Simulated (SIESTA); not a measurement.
Runs of SIESTA 5.4.2 on BN. Symmetry: F-43m, No. 216, cubic system. Conventional cell: a = 3.626 Å, b = 3.626 Å, c = 3.626 Å, α = 90.00°, β = 90.00°, γ = 90.00°. Around N (site symmetry -43m) lie 4 B at 1.57 Å. B (site symmetry -43m) is surrounded by 4 N at 1.57 Å. The cell is a database's computed one.

| potentials or basis | gap on the mesh (eV) | pressure (GPa) |
| --- | --- | --- |
| PseudoDojo 0.4 standard (PBE files), DZ (energy shift 0.003 Ry) | (a) | 7.7 |
| PseudoDojo 0.4 standard (PBE files), SZ (energy shift 0.003 Ry) | (d) | 20.2 |
| PseudoDojo 0.4 standard (PBE files), TZP (energy shift 0.003 Ry) | 4.64 | 1.9 |
| PseudoDojo 0.4 standard (PBE files), SZP (energy shift 0.003 Ry) | 4.82 | 11.5 |
| PseudoDojo 0.4 standard (PBE files), TZDP (energy shift 0.003 Ry) | (b) | (c) |
| PseudoDojo 0.4 standard (PBE files), DZDP (energy shift 0.003 Ry) | 4.74 | 3.9 |
| PseudoDojo 0.4 standard (PBE files), DZP (energy shift 0.003 Ry) | 4.64 | 2.6 |

Alike in all rows: task band structure; level PBE; no spin polarisation; cell as given; k mesh 13 × 13 × 13; smearing fermi-dirac 0.05 eV; grid cutoff 800 Ry; energy shift 0.003 Ry.

Question: Fill in the values left out.

Answer: (a) 4.87; (b) 4.73; (c) 3.6; (d) 6.85.

Caveats: the basis of atomic orbitals isn't converged, which shifts pressures, moduli and gaps; the basis has no polarisation orbitals (some runs); the mesh misses the band edges, which the band path finds closer together (some runs).
